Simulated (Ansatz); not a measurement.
Na:

```
Na
1.0
     3.76700    0.00000    0.00000
    -1.88350    3.26232    0.00000
     0.00000    0.00000    6.15400
Na
2
Direct
  0.66667 0.33333 0.75000
  0.33333 0.66667 0.25000
```

This isn't the form of Na at room conditions, which is bcc.

```yaml
Program: Ansatz 0.2.0
Task: relaxation of cell and atoms
Functional: PBEsol
Dispersion: D3(BJ)
Potentials_or_basis: Ansatz PAW
Cutoff: "420 eV (not typed: the program's choice for these potentials)"
k_mesh: 8 × 8 × 5
Occupations: fermi-dirac, width 0.05 eV
Spin: no spin polarisation
```

At the start: volume 37.81 Å³/atom.

Problem. How do energy, volume and symmetry change on relaxing?

Solution. It ends after 5 steps and the volume is 33.08 Å³/atom (-12.5 %); space group P6_3/mmc (No. 194, to 0.05 Å).

Step by step:
```tsv
step	energy change (eV)	largest force (eV/Å)	volume (Å³)
1	0.0000	0.0000	75.63
2	-0.0106	0.0000	73.73
3	-0.0316	0.0000	65.36
4	-0.0319	0.0000	66.16
5	-0.0317	0.0000	66.16
```

Final structure:
```xyz
2
Lattice="3.6242 0.0000 0.0000 -1.8121 3.1386 0.0000 0.0000 0.0000 5.8160" Properties=species:S:1:pos:R:3 pbc="T T T"
Na    1.8121    1.0462    4.3620
Na    0.0000    2.0924    1.4540
```

Caveat: the plane-wave basis is chosen anew once the cell has moved, so the energies of steps on either side of that aren't comparable; pairwise dispersion overbinds metals, which lowers pressure and volume; the PAW data sets come from PBE, with cores solved anew for the run's functional, which leaves a small shift of forces and pressure.
